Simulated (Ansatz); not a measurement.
Crystal: CdS (Hawleyite).

```
CELL_PARAMETERS angstrom
0.00000 2.91650 2.91650
2.91650 0.00000 2.91650
2.91650 2.91650 0.00000
ATOMIC_POSITIONS crystal
Cd 0.00000 0.00000 0.00000
S 0.75000 0.75000 0.75000
```

- Program: Ansatz 0.2.0
- Task: relaxation of cell and atoms
- Functional: HF
- Potentials or basis: Ansatz PAW
- Cutoff: 420 eV (not typed: the program's choice for these potentials)
- k mesh: 4 × 4 × 4
- Occupations: fermi-dirac, width 0.05 eV
- Spin: no spin polarisation

At the start: volume 24.81 Å³/atom.

Problem. Where does the relaxation end?

Solution. It ends after 7 steps and the volume is 27.53 Å³/atom (+11.0 %); space group F-43m (No. 216, to 0.05 Å).

Step by step:
| step | energy change (eV) | largest force (eV/Å) | volume (Å³) |
| --- | --- | --- | --- |
| 1 | 0.0000 | 0.0000 | 49.62 |
| 2 | -0.0874 | 0.0000 | 55.61 |
| 3 | -0.0896 | 0.0000 | 55.21 |
| 4 | -0.0900 | 0.0000 | 55.13 |
| 5 | -0.1139 | 0.0000 | 55.13 |
| 6 | -0.1142 | 0.0000 | 55.07 |
| 7 | -0.1142 | 0.0000 | 55.07 |

Final structure:
```
CELL_PARAMETERS angstrom
0.00000 3.01961 3.01961
3.01961 0.00000 3.01961
3.01961 3.01961 0.00000
ATOMIC_POSITIONS crystal
Cd 0.00000 0.00000 0.00000
S 0.75000 0.75000 0.75000
```

Caveat: the k mesh is coarse (spacing up to 0.47 Å⁻¹), so the values aren't converged, least of all with exact exchange; the plane-wave basis is chosen anew once the cell has moved, so the energies of steps on either side of that aren't comparable; the pressure holds a Pulay correction of +0.7 GPa for the finite cutoff; the volume moved by +11 % from the deposited cell, more than functionals usually miss; the PAW data sets come from PBE, with cores solved anew for the run's functional, which leaves a small shift of forces and pressure.
